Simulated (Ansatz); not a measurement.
# AlGa3N4: the cost of one run

Computed with Ansatz 0.2.0 (DFT r2SCAN, scalar-relativistic, plane waves, PAW, unless a step's input says otherwise).

1 further run of the same task is left out (set aside as unsound or not needed).

### Step 1. The structure to begin with

It takes space group Pm (No. 6, monoclinic). The conventional cell has a = 5.139 Å, b = 3.163 Å, c = 5.477 Å, α = 90.00°, β = 90.04°, γ = 90.00°. Around Al (site symmetry m) lie 4 N at 1.89 to 1.90 Å. Ga (site symmetry m) has 4 N at 1.94 to 1.95 Å as nearest neighbours. Ga (site symmetry m) is surrounded by 4 N at 1.94 to 1.96 Å. Ga (site symmetry m) is surrounded by 4 N at 1.95 to 1.96 Å. N (site symmetry m) has 1 Al at 1.89 Å and 3 Ga at 1.95 Å as nearest neighbours. Around N (site symmetry m) lie 2 Al at 1.90 Å and 2 Ga at 1.96 Å. N (site symmetry m) has 4 Ga at 1.94 to 1.95 Å as nearest neighbours. N (site symmetry m) has 1 Al at 1.90 Å and 3 Ga at 1.94 Å as nearest neighbours.

Coordinates:

```
Al Ga N
1.0
     5.13892    0.00000    0.00002
     0.00000    3.16341    0.00000
    -0.00369    0.00000    5.47699
Al Ga N
1 3 4
Direct
  0.00058 0.50000 0.66730
  0.49917 0.50000 0.33506
  0.49925 0.00000 0.83146
  0.99986 0.00000 0.16619
  0.11941 0.50000 0.34060
  0.11733 0.00000 0.82593
  0.62024 0.00000 0.16619
  0.63175 0.50000 0.66727
```

It goes back to an entry of the Materials Project, which need not be the stable form.

It is the result of an earlier relaxation at this level (volume 11.13 Å³/atom; gap on the mesh: 2.89 eV).

### Step 2. Point at V/V0 = 0.97

input.yaml

```yaml
crystal:
  lattice:
    - [5.0870083687, 0.0, 1.70135e-05]
    - [0.0, 3.1314584419, 0.0]
    - [-0.0036570606, 0.0, 5.4216676182]
  atoms:
    - { symbol: Al, position: [0.0005828856, 0.5, 0.6672982355] }
    - { symbol: Ga, position: [0.4991712867, 0.5, 0.335060699] }
    - { symbol: Ga, position: [0.4992511921, 0.0, 0.8314570702] }
    - { symbol: Ga, position: [0.9998609978, 0.0, 0.166191385] }
    - { symbol: "N", position: [0.1194130437, 0.5, 0.3406010341] }
    - { symbol: "N", position: [0.117331043, 0.0, 0.8259310374] }
    - { symbol: "N", position: [0.6202395493, 0.0, 0.1661937142] }
    - { symbol: "N", position: [0.6317500118, 0.5, 0.6672678245] }
basis:
  ecutwfc: 500
kpoints:
  mp_grid: { grid: [6, 8, 4] }
hamiltonian:
  xc: r2scan
scf:
  occupations: { method: gaussian, width: 0.02 }
output:
  forces: true
  stress: true
  eigenvalues: true
relax:
  adjacent_minimum: "off"
  f_tol: 0.01
  max_steps: 30
  cell: { stress_tol: 0.1, fix: [volume] }
```

Command:

```bash
$ ansatz run input.yaml --threads 2 --pin off --max-ram 5120MiB --backend cpu --events-out ev --progress --plain --runs-dir out
```

**Question.** How long does this run take on 2 threads of Intel Xeon 6975P-C (Granite Rapids), shared host, and how much memory does it need?

About 30 s, with a peak of 0.69 GiB.
